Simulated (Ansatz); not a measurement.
## Field gradients at the nuclei in ZnS

The cell is a computed structure from the Materials Project (it need not be an observed phase), taken as it stands.

```
Zn S
1.0
     1.92947    1.11398   37.76224
    -1.92947    1.11398   37.76224
     0.00000   -2.22796   37.76224
Zn S
12 12
Cartesian
  0.0000 0.0000 9.4412
  0.0000 0.0000 59.7910
  0.0000 0.0000 69.2319
  0.0000 0.0000 18.8820
  0.0000 0.0000 103.8465
  0.0000 0.0000 40.9108
  0.0000 0.0000 0.0002
  0.0000 0.0000 91.2583
  0.0000 0.0000 81.8181
  0.0000 0.0000 34.6153
  0.0000 0.0000 25.1753
  0.0000 0.0000 50.3508
  0.0000 0.0000 106.2060
  0.0000 0.0000 11.8004
  0.0000 0.0000 43.2686
  0.0000 0.0000 52.7090
  0.0000 0.0000 84.1774
  0.0000 0.0000 62.1515
  0.0000 0.0000 2.3613
  0.0000 0.0000 93.6177
  0.0000 0.0000 71.5906
  0.0000 0.0000 27.5337
  0.0000 0.0000 21.2394
  0.0000 0.0000 36.9730
```

Atom numbers follow the list; atoms alike are taken as one site, whose name carries the number of the first.

Computed with Ansatz: DFT, r2SCAN, plane waves and PAW (field gradients read without the response of the frozen cores, which leaves them typically 4 to 6 % off), scalar-relativistic, 500 eV cutoff, Γ-centred 8×8×8 k-points, Fermi–Dirac smearing 0.02 eV.

C_Q = eQV_zz/h, which is 24.18 MHz for Q = 1 b and V_zz = 10²¹ V/m²; η = (V_xx − V_yy)/V_zz.

Zn-67: I = 5/2, Q = 122.0 mb; S-33: I = 3/2, Q = -69.40 mb. Q values from Pyykkö, Mol. Phys. 116, 1328 (2018).

(1) What field gradients does the calculation give at each kind of site?

Answers

(1) 

```tsv
site	atoms (order as listed)	first shell	V_xx, V_yy, V_zz (10²¹ V/m²)	η	C_Q (MHz)
Zn1	1	4 S at 2.36 Å	0.037, 0.037, -0.075	0.00	-0.221
Zn2	2	4 S at 2.36 Å	0.084, 0.084, -0.17	0.00	-0.498
Zn3	3	4 S at 2.36 Å	0.043, 0.043, -0.085	0.00	-0.251
Zn4	4	4 S at 2.36 Å	0.047, 0.047, -0.094	0.00	-0.277
Zn5	5	4 S at 2.36 Å	0.036, 0.036, -0.072	0.00	-0.212
Zn6	6	4 S at 2.36 Å	0.023, 0.023, -0.047	0.00	-0.138
Zn7	7	4 S at 2.36 Å	0.079, 0.079, -0.16	0.00	-0.466
Zn8	8	4 S at 2.36 Å	0.031, 0.031, -0.063	0.00	-0.184
Zn9	9	4 S at 2.36 Å	0.033, 0.033, -0.067	0.00	-0.197
Zn10	10	4 S at 2.36 Å	0.040, 0.040, -0.079	0.00	-0.234
Zn11	11	4 S at 2.36 Å	0.014, 0.014, -0.029	0.00	-0.084
Zn12	12	4 S at 2.36 Å	0.045, 0.045, -0.089	0.00	-0.263
S13	13, 20	4 Zn at 2.36 Å	0.00, 0.00, 0.00	–	≈0
S14	14, 17, 22	4 Zn at 2.36 Å	0.003, 0.003, -0.007	0.00	0.011
S15	15	4 Zn at 2.36 Å	0.008, 0.008, -0.016	0.00	0.027
S16	16, 21	4 Zn at 2.36 Å	0.011, 0.011, -0.021	0.00	0.036
S18	18	4 Zn at 2.36 Å	-0.067, -0.067, 0.13	0.00	-0.224
S19	19	4 Zn at 2.36 Å	-0.074, -0.074, 0.15	0.00	-0.248
S23	23, 24	4 Zn at 2.36 Å	-0.014, -0.014, 0.027	0.00	-0.046
```

An axis of threefold or higher order runs through Zn1, Zn2, Zn3, Zn4, Zn5 and Zn6 and others, so V_zz lies along it and η is zero.
